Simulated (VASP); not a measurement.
# Ta3N (P-3m1) in VASP: settings compared

One crystal, Ta3N, is run at these levels: PW91, r2SCAN; tasks: band structure.

Program: VASP 6.6.1. These are calculated values, not measurements. Logs are shortened: lines on timing, memory, paths and dates and some standing lists are left out, and cuts for length are marked.

## (1) Starting point

The structure is trigonal, space group P-3m1 (No. 164). Conventional cell: a = 3.032 Å, b = 3.032 Å, c = 7.524 Å, α = 90.00°, β = 90.00°, γ = 120.00°. Ta (site symmetry 3m) has 3 N at 2.19 Å as nearest neighbours. Around Ta (site symmetry -3m) lie 12 Ta at 3.01 to 3.03 Å. N (site symmetry -3m) is surrounded by 6 Ta at 2.19 Å.

The cell comes from a database or a generator and needn't be the stable form of this composition.

## (2) Band structure, PW91

POSCAR reads:

```
Ta3N
1.0
    3.0322239879      0.0000000000      0.0000000000
   -1.5161119940      2.6259830035      0.0000000000
    0.0000000000      0.0000000000      7.5241370000
Ta N
3 1
Direct
    0.6666666667      0.3333333333      0.8260700000
    0.3333333333      0.6666666667      0.1739300000
    0.0000000000      0.0000000000      0.5000000000
    0.0000000000      0.0000000000      0.0000000000
```

INCAR.step1 reads:

```
SYSTEM = Ta3N
PREC = Accurate ; ENCUT = 520
EDIFF = 1E-6 ; ISMEAR = -1
SIGMA = 0.05 ; LREAL = .False.
LASPH = .True. ; NELM = 100
ALGO = Fast ; ISIF = 2
LWAVE = .False. ; LCHARG = .True.
LMAXMIX = 4 ; GGA = 91
NBANDS = 27
```

KPOINTS.step1 reads:

```
Automatic mesh
0
Gamma
  7 7 3
  0 0 0
```

INCAR.step2 reads:

```
SYSTEM = Ta3N
PREC = Accurate ; ENCUT = 520
EDIFF = 1E-6 ; ISMEAR = 0
SIGMA = 0.05 ; LREAL = .False.
LASPH = .True. ; NELM = 100
ALGO = Fast ; ISIF = 2
LWAVE = .False. ; LCHARG = .False.
LMAXMIX = 4 ; GGA = 91
NBANDS = 27 ; ICHARG = 11
```

KPOINTS.step2 reads:

```
path GMKGALHA,LM,KH
20
line-mode
reciprocal
 0.0000000000  0.0000000000  0.0000000000  G
 0.5000000000  0.0000000000  0.0000000000  M

 0.5000000000  0.0000000000  0.0000000000  M
 0.3333333333  0.3333333333  0.0000000000  K

 0.3333333333  0.3333333333  0.0000000000  K
 0.0000000000  0.0000000000  0.0000000000  G

 0.0000000000  0.0000000000  0.0000000000  G
 0.0000000000  0.0000000000  0.5000000000  A

 0.0000000000  0.0000000000  0.5000000000  A
 0.5000000000  0.0000000000  0.5000000000  L

 0.5000000000  0.0000000000  0.5000000000  L
 0.3333333333  0.3333333333  0.5000000000  H

 0.3333333333  0.3333333333  0.5000000000  H
 0.0000000000  0.0000000000  0.5000000000  A

 0.5000000000  0.0000000000  0.5000000000  L
 0.5000000000  0.0000000000  0.0000000000  M

 0.3333333333  0.3333333333  0.0000000000  K
 0.3333333333  0.3333333333  0.5000000000  H
```

Potentials or basis: VASP PAW PBE potentials, release 64 (Ta_pv, N).

Command:

```sh
$ cat potpaw_PBE.64/Ta_pv/POTCAR potpaw_PBE.64/N/POTCAR > POTCAR
$ cp INCAR.step1 INCAR
$ cp KPOINTS.step1 KPOINTS
$ mpirun -np 1 vasp_std > vasp.out
$ cp INCAR.step2 INCAR
$ cp KPOINTS.step2 KPOINTS
$ mpirun -np 1 vasp_std > vasp.out
```

OUTCAR:

```text
SYSTEM = Ta3N
   PREC = Accurate
   ENCUT = 520
   EDIFF = 1E-6
   ISMEAR = 0
   LREAL = .False.
   LASPH = .True.
   NELM = 100
   ISIF = 2
   GGA = 91
   ICHARG = 11

 ion  position               nearest neighbor table
   1  0.667  0.333  0.826-   4 2.19   4 2.19   4 2.19   3 3.01   3 3.01   3 3.01   2 3.15   2 3.15
                             2 3.15
   2  0.333  0.667  0.174-   4 2.19   4 2.19   4 2.19   3 3.01   3 3.01   3 3.01   1 3.15   1 3.15
                             1 3.15
   3  0.000  0.000  0.500-   1 3.01   2 3.01   1 3.01   2 3.01   1 3.01   2 3.01
   4  0.000  0.000  0.000-   1 2.19   2 2.19   1 2.19   2 2.19   1 2.19   2 2.19

  LATTYP: Found a hexagonal cell.
 ALAT       =     3.0322239879
 C/A-ratio  =     2.4813922158

  Lattice vectors:

 A1 = (   3.0322239879,   0.0000000000,   0.0000000000)
 A2 = (  -1.5161119940,   2.6259830035,   0.0000000000)
 A3 = (   0.0000000000,   0.0000000000,   7.5241370000)

Analysis of symmetry for initial positions (statically):
=====================================================================
 Subroutine PRICEL returns:
 Original cell was already a primitive cell.

 Routine SETGRP: Setting up the symmetry group for a
 hexagonal supercell.

 Subroutine GETGRP returns: Found 12 space group operations
 (whereof 12 operations were pure point group operations)
 out of a pool of 24 trial point group operations.

The static configuration has the point symmetry D_3d.

Analysis of symmetry for dynamics (positions and initial velocities):
=====================================================================
 Subroutine PRICEL returns:
 Original cell was already a primitive cell.

 Routine SETGRP: Setting up the symmetry group for a
 hexagonal supercell.

 Subroutine GETGRP returns: Found 12 space group operations
 (whereof 12 operations were pure point group operations)
 out of a pool of 24 trial point group operations.

The dynamic configuration has the point symmetry D_3d.

 Subroutine INISYM returns: Found 12 space group operations
 (whereof 12 operations are pure point group operations),
 and found     1 'primitive' translations

----------------------------------------------------------------------------------------

                                     Primitive cell

  volume of cell :      59.9115

  direct lattice vectors                    reciprocal lattice vectors
     3.032223988  0.000000000  0.000000000     0.329790940  0.190404888  0.000000000
    -1.516111994  2.625983004  0.000000000     0.000000000  0.380809776  0.000000000
     0.000000000  0.000000000  7.524137000     0.000000000  0.000000000  0.132905608

  length of vectors
     3.032223988  3.032223988  7.524137000     0.380809776  0.380809776  0.132905608

  position of ions in fractional coordinates (direct lattice)
     0.666666667  0.333333333  0.826070000
     0.333333333  0.666666667  0.173930000
     0.000000000  0.000000000  0.500000000
     0.000000000  0.000000000  0.000000000

  ion indices of the primitive-cell ions
   primitive index   ion index
                 1           1
                 2           2
                 3           3
                 4           4

----------------------------------------------------------------------------------------

 KPOINTS: path GMKGALHA,LM,KH

Interpolating k-points between supplied coordinates.

 Line segments in fractional coordinates (reciprocal lattice):
    0.000000  0.000000  0.000000  ...  0.500000  0.000000  0.000000
    0.500000  0.000000  0.000000  ...  0.333333  0.333333  0.000000
    0.333333  0.333333  0.000000  ...  0.000000  0.000000  0.000000
    0.000000  0.000000  0.000000  ...  0.000000  0.000000  0.500000
    0.000000  0.000000  0.500000  ...  0.500000  0.000000  0.500000
    0.500000  0.000000  0.500000  ...  0.333333  0.333333  0.500000
    0.333333  0.333333  0.500000  ...  0.000000  0.000000  0.500000
    0.500000  0.000000  0.500000  ...  0.500000  0.000000  0.000000
    0.333333  0.333333  0.000000  ...  0.333333  0.333333  0.500000

 Generated    20 points on each line segment, for a total of    180 k-points:

 Following reciprocal coordinates:
            Coordinates               Weight
  0.000000  0.000000  0.000000      0.005556
  0.026316  0.000000  0.000000      0.005556
  0.052632  0.000000  0.000000      0.005556
  0.078947  0.000000  0.000000      0.005556
  0.105263  0.000000  0.000000      0.005556
  0.131579  0.000000  0.000000      0.005556
[... 16 lines left out ...]
  0.482456  0.035088  0.000000      0.005556
  0.473684  0.052632  0.000000      0.005556
 [... further k-points ...]
   k-points           NKPTS =    180   k-points in BZ     NKDIM =    180   number of bands    NBANDS=     27
   number of dos      NEDOS =    301   number of ions     NIONS =      4
   total plane-waves  NPLWV =  32256
   dimension x,y,z NGX =    24 NGY =   24 NGZ =   56
   dimension x,y,z NGXF=    48 NGYF=   48 NGZF=  112
   ions per type =               3   1
   NGX,Y,Z   is equivalent  to a cutoff of  13.16, 13.16, 12.37 a.u.
   NGXF,Y,Z  is equivalent  to a cutoff of  26.32, 26.32, 24.75 a.u.
 SYSTEM =  Ta3N
   PREC   = accura    normal or accurate (medium, high low for compatibility)
   ISTART =      0    job   : 0-new  1-cont  2-samecut
   ICHARG =     11    charge: 1-file 2-atom 10-const
   ISPIN  =      1    spin polarized calculation?
   LNONCOLLINEAR =      F non collinear calculations
   LSORBIT =      F    spin-orbit coupling
   LASPH  =      T    aspherical Exc in radial PAW
   ENCUT  =  520.0 eV  38.22 Ry    6.18 a.u.   5.64  5.64 13.99*2*pi/ulx,y,z
   NELM   =    100;   NELMIN=  2; NELMDL=  0     # of ELM steps
   EDIFF  = 0.1E-05   stopping-criterion for ELM
   LREAL  =      F    real-space projection
   EDIFFG = 0.1E-04   stopping-criterion for IOM
   NSW    =      0    number of steps for IOM
   IBRION =     -1    ionic relax: 0-MD 1-quasi-New 2-CG
   NFREE  =      0    steps in history (QN), initial steepest desc. (CG)
   ISIF   =      2    stress and relaxation
   ISYM   =      2    0-nonsym 1-usesym 2-fastsym
   POTIM  = 0.5000    time-step for ionic-motion
   TEBEG  =    0.0;   TEEND  =   0.0 temperature during run
   PSTRESS=    0.0 pullay stress
   NELECT =      38.0000    total number of electrons
   NUPDOWN=      -1.0000    fix difference up-down
   EMIN   =  10.00;   EMAX   =-10.00  energy-range for DOS
   EFERMI =   0.00;   METHOD = LEGACY
   ISMEAR =     0;   SIGMA  =   0.05  broadening in eV -4-tet -1-fermi 0-gaus
   EFERMI_NEDOS =   21; number of points for ismear=-14 and -15
   IALGO  =     68    algorithm
   IMIX   =      4    mixing-type and parameters
     AMIX     =   0.40;   BMIX     =  1.00
     AMIX_MAG =   1.60;   BMIX_MAG =  1.00
  volume/ion in A,a.u.               =      14.98       101.08
  Fermi-wavevector in a.u.,A,eV,Ry     =   1.406585  2.658061 26.918884  1.978482
  Thomas-Fermi vector in A             =   2.528931
   LORBIT       =      0    0 simple, 1 ext, 2 COOP (PROOUT), +10 PAW based schemes
   GGA     = 91    functional components
   LHFCALC =     F    Hartree Fock is set to
   AEXX    =    0.0000 exact exchange contribution
   IVDW    =     0    specifies the selected vdW correction
   LEPSILON=     F    determine dielectric tensor
   LRPA    =     F    only Hartree local field effects (RPA)
 non-spin polarized calculation
 RMM-DIIS sequential band-by-band and
 Gauss-broadening in eV      SIGMA  =   0.05
  energy-cutoff  :      520.00
  volume of cell :       59.91
 maximum number of plane-waves:      1642
 NGX is ok and might be reduce to    24

 number of electron      38.0000001 magnetization

 Free energy of the ion-electron system (eV)
  ---------------------------------------------------
  ext. energy  EPLUGINS =         0.00000000
  ---------------------------------------------------
  free energy    TOTEN  =       -44.57984270 eV

  energy without entropy =      -44.57660963  energy(sigma->0) =      -44.57822616

 E-fermi :   6.7749     XC(G=0): -12.6938

 val. band max:        6.7577856354   @ k =   0.3596   0.2807   0.0000
 cond. band min:       6.7788839716   @ k =   0.1754   0.1754   0.0000
 fundamental gap:      0.0210983362
 Fermi energy:         6.7749362314

 k-point     1 :       0.0000    0.0000    0.0000
  band No.  band energies     occupation
      1     -28.4156      2.00000
      2     -28.1187      2.00000
      3     -27.7887      2.00000
      4     -27.7887      2.00000
      5     -27.7592      2.00000
      6     -27.7592      2.00000
[... 19 lines left out ...]
     26       8.8946      0.00000
     27      10.0262      0.00000

 k-point     2 :       0.0263    0.0000    0.0000
  band No.  band energies     occupation
      1     -28.4145      2.00000
      2     -28.1180      2.00000
      3     -27.7941      2.00000
      4     -27.7904      2.00000
      5     -27.7639      2.00000
      6     -27.7599      2.00000
[... 19 lines left out ...]
     26       8.9349      0.00000
     27      10.1138      0.00000

 k-point     3 :       0.0526    0.0000    0.0000
  band No.  band energies     occupation
      1     -28.4112      2.00000
      2     -28.1162      2.00000
      3     -27.8100      2.00000
      4     -27.7954      2.00000
      5     -27.7781      2.00000
      6     -27.7621      2.00000
[... 19 lines left out ...]
     26       9.0347      0.00000
     27      10.2088      0.00000

 k-point     4 :       0.0789    0.0000    0.0000
  band No.  band energies     occupation
      1     -28.4059      2.00000
      2     -28.1134      2.00000
      3     -27.8353      2.00000
      4     -27.8033      2.00000
      5     -27.8013      2.00000
      6     -27.7659      2.00000
[... 19 lines left out ...]
     26       9.1823      0.00000
     27      10.4299      0.00000
[... 516 lines left out ...]
      4     -27.9977      2.00000
      5     -27.9605      2.00000
      6     -27.9001      2.00000
[... 19 lines left out ...]
     26      11.7115      0.00000
     27      12.0018      0.00000

 k-point    23 :       0.4825    0.0351    0.0000
  band No.  band energies     occupation
      1     -28.5839      2.00000
      2     -28.5200      2.00000
      3     -28.1757      2.00000
      4     -28.0030      2.00000
      5     -27.9602      2.00000
      6     -27.9052      2.00000
[... 19 lines left out ...]
     26      11.6784      0.00000
     27      12.0102      0.00000

 k-point    24 :       0.4737    0.0526    0.0000
  band No.  band energies     occupation
      1     -28.5803      2.00000
      2     -28.5164      2.00000
      3     -28.1735      2.00000
      4     -28.0114      2.00000
      5     -27.9601      2.00000
      6     -27.9137      2.00000
[... 19 lines left out ...]
     26      11.6383      0.00000
     27      11.9856      0.00000

 [... further k-points ...]

------------------------ aborting loop because EDIFF is reached ----------------------------------------

  FORCE on cell =-STRESS in cart. coord.  units (eV):
  Direction    XX          YY          ZZ          XY          YZ          ZX
  --------------------------------------------------------------------------------------
  -------------------------------------------------------------------------------------
  Total        1.8594312      1.8594312      4.6649276     -0.0000000     -0.0000000     -0.0000000
  in kB       49.7256886     49.7256886    124.7514512     -0.0000000     -0.0000000     -0.0000000
  external PRESSURE =      74.7342761 kB  Pullay stress =       0.0000000 kB

 VOLUME and BASIS-vectors are now :
 -----------------------------------------------------------------------------
  energy-cutoff  :      520.00
  volume of cell :       59.91
      direct lattice vectors                 reciprocal lattice vectors
     3.032223988  0.000000000  0.000000000     0.329790940  0.190404888  0.000000000
    -1.516111994  2.625983004  0.000000000     0.000000000  0.380809776  0.000000000
     0.000000000  0.000000000  7.524137000     0.000000000  0.000000000  0.132905608

 POSITION                                       TOTAL-FORCE (eV/Angst)
 -----------------------------------------------------------------------------------
      1.51611      0.87533      6.21546        -0.000000      0.000000      0.431101
     -0.00000      1.75066      1.30867         0.000000     -0.000000     -0.431101
      0.00000      0.00000      3.76207        -0.000000      0.000000      0.000000
      0.00000      0.00000      0.00000        -0.000000      0.000000      0.000000
 -----------------------------------------------------------------------------------
    total drift:                                0.000000      0.000000      0.000000

  FREE ENERGIE OF THE ION-ELECTRON SYSTEM (eV)
  ---------------------------------------------------
  free  energy   TOTEN  =       -44.5798426979 eV

  energy  without entropy=      -44.5766096273  energy(sigma->0) =      -44.57822616
```

It took 4.1 min on 1 thread of Intel Xeon Platinum 8375C at 2.90GHz (Ice Lake), shared host; peak memory 0.34 GiB.

Results:

| Property | Result |
| --- | --- |
| Band gap along the path | none (metal or under the smearing width) |

Levels at the corners of the path, in eV from the Fermi level:
```tsv
point	band 17	band 18	band 19	band 20	band 21	band 22
Γ	-0.51	-0.51	-0.34	0.24	0.24	0.90
M	-1.15	-0.52	0.15	0.65	0.88	3.44
M	-1.15	-0.52	0.15	0.65	0.88	3.44
K	-1.42	-1.42	-0.54	0.49	0.49	3.19
K	-1.42	-1.42	-0.54	0.49	0.49	3.19
Γ	-0.51	-0.51	-0.34	0.24	0.24	0.90
Γ	-0.51	-0.51	-0.34	0.24	0.24	0.90
A	-1.14	-0.29	-0.29	0.51	0.51	1.18
A	-1.14	-0.29	-0.29	0.51	0.51	1.18
L	-1.31	-1.27	0.16	0.92	1.21	2.37
L	-1.31	-1.27	0.16	0.92	1.21	2.37
H	-1.44	-1.44	-1.42	0.41	0.41	2.99
H	-1.44	-1.44	-1.42	0.41	0.41	2.99
A	-1.14	-0.29	-0.29	0.51	0.51	1.18
L	-1.31	-1.27	0.16	0.92	1.21	2.37
M	-1.15	-0.52	0.15	0.65	0.88	3.44
K	-1.42	-1.42	-0.54	0.49	0.49	3.19
H	-1.44	-1.44	-1.42	0.41	0.41	2.99
```

Caveat: the log is that of the step along the path at fixed density, whose energy, stress, charges and moments have no meaning; the PAW data sets were made with another functional, which shifts forces and pressure a little; spin-orbit coupling is left out, which moves the levels of the heavy elements.

[end of part 1 of 2]
